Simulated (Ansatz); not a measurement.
Write the native input for Ansatz 0.2.0 that does the following.

```yaml
Task: band structure
Functional: PBEsol
Potentials_or_basis: all-electron LAPW, non-relativistic
Cutoff: 409 eV (chosen from the basis error)
Basis_error_allowed: 0.002 eV/atom
k_mesh: 12 × 12 × 6
Occupations: fermi-dirac, width 0.05 eV
Spin: no spin polarisation
```

Crystal: BN.

```xyz
4
Lattice="2.5539 0.0000 0.0000 -1.2770 2.2118 0.0000 0.0000 0.0000 4.2269" Properties=species:S:1:pos:R:3 pbc="T T T"
N     0.0000    1.4745    0.5295
N     1.2770    0.7373    2.6430
B     0.0000    1.4745    2.1123
B     1.2770    0.7373    4.2257
```

Measurements of this composition are mostly on another form, of space group No. 194.

These files were run (other wordings do the same):

input.yaml

```yaml
crystal:
  lattice:
    - [2.5539396017, 0.0, 0.0]
    - [-1.2769698009, 2.2117765748, 0.0]
    - [0.0, 0.0, 4.226855]
  atoms:
    - { symbol: "N", position: [0.3333333333, 0.6666666667, 0.125276] }
    - { symbol: "N", position: [0.6666666667, 0.3333333333, 0.625276] }
    - { symbol: B, position: [0.3333333333, 0.6666666667, 0.499724] }
    - { symbol: B, position: [0.6666666667, 0.3333333333, 0.999724] }
kpoints:
  mp_grid: { grid: [12, 12, 6] }
  band_path:
    path:
      - [0.0, 0.0, 0.0]
      - [0.5, 0.0, 0.0]
      - [0.3333333333, 0.3333333333, 0.0]
      - [0.0, 0.0, 0.0]
      - [0.0, 0.0, 0.5]
      - [0.5, 0.0, 0.5]
      - [0.3333333333, 0.3333333333, 0.5]
      - [0.0, 0.0, 0.5]
    npoints: 12
scf:
  occupations: { method: fermi_dirac, width: 0.05 }
hamiltonian:
  xc: pbesol
  pseudopotentials:
    kind: all_electron
    lapw: { basis_error: 0.002 }
    relativity: none
output:
  forces: true
  stress: true
  eigenvalues: true
```

Potentials or basis: all-electron LAPW, non-relativistic.

Launch:

```console
$ ansatz run input.yaml --threads 2 --pin off --max-ram 8192MiB --backend cpu --events-out ev --progress --plain --runs-dir out
```

It gave:

```
Pressure                : -5.7 GPa
Largest force           : 0.013 eV/Å
Band gap on the k mesh  : 4.98 eV, indirect (least direct gap 8.16 eV)
Band gap along the path : 4.98 eV, indirect (least direct gap 8.14 eV)
```

It took 12 s on 2 threads of Arm Neoverse V2, with other jobs on the host, peak memory 0.32 GiB.
